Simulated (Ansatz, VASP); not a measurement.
# GaSb3: VASP beside Ansatz

The input INCAR:

```
SYSTEM = GaSb3
PREC = Accurate ; ENCUT = 520
EDIFF = 1E-6 ; ISMEAR = 0
SIGMA = 0.1 ; LREAL = .FALSE.
LASPH = .TRUE. ; NELM = 100
ALGO = Fast ; ISIF = 2
LWAVE = .FALSE. ; LCHARG = .FALSE.
GGA = CA ; NBANDS = 22
```

KPOINTS

```
regular mesh
0
G
  10 10 10
  0 0 0
```

Contents of POSCAR:

```
GaSb3
1.0
    0.0000000000      3.6003972345      3.6003972345
    3.6003972345      0.0000000000      3.6003972345
    3.6003972345      3.6003972345      0.0000000000
Ga Sb
1 3
Direct
    0.0000000000      0.0000000000      0.0000000000
    0.2500000000      0.2500000000      0.2500000000
    0.7500000000      0.7500000000      0.7500000000
    0.5000000000      0.5000000000      0.5000000000
```

Input for Ansatz:

```yaml
crystal:
  lattice:
    - [0.0, 3.6003972345, 3.6003972345]
    - [3.6003972345, 0.0, 3.6003972345]
    - [3.6003972345, 3.6003972345, 0.0]
  atoms:
    - { symbol: Ga, position: [0.0, 0.0, 0.0] }
    - { symbol: Sb, position: [0.25, 0.25, 0.25] }
    - { symbol: Sb, position: [0.75, 0.75, 0.75] }
    - { symbol: Sb, position: [0.5, 0.5, 0.5] }
basis:
  ecutwfc: 420
kpoints:
  mp_grid: { grid: [10, 10, 10] }
hamiltonian:
  xc: lda
scf:
  occupations: { method: gaussian, width: 0.1 }
output:
  forces: true
  stress: true
  eigenvalues: true
```

Alike in both runs: task single point; functional LDA; k mesh 10 × 10 × 10; occupations gaussian, width 0.1 eV; no spin polarisation.

|  | VASP | Ansatz |
| --- | --- | --- |
| version | VASP 6.6.1 | Ansatz 0.2.0 |
| potentials or method | VASP PAW LDA potentials, release 64 (Ga_d, Sb) | scalar-relativistic, plane waves, PAW |
| plane-wave cutoff (eV) | 520 | 420 |
| valence electrons in the cell | 28 | 58 |

VASP gave:

* gap on the k mesh at the Fermi level (eV): none
* pressure (GPa): 1.4

Estimate Ansatz's values.

gap on the k mesh at the Fermi level (eV): none; pressure (GPa): 1.2.

A gap of «none» marks a metal or a gap that the smearing closes. The two sets of potentials don't hold the same shells in valence.

The runs have no spin-orbit coupling, so splittings on Sb are missing.
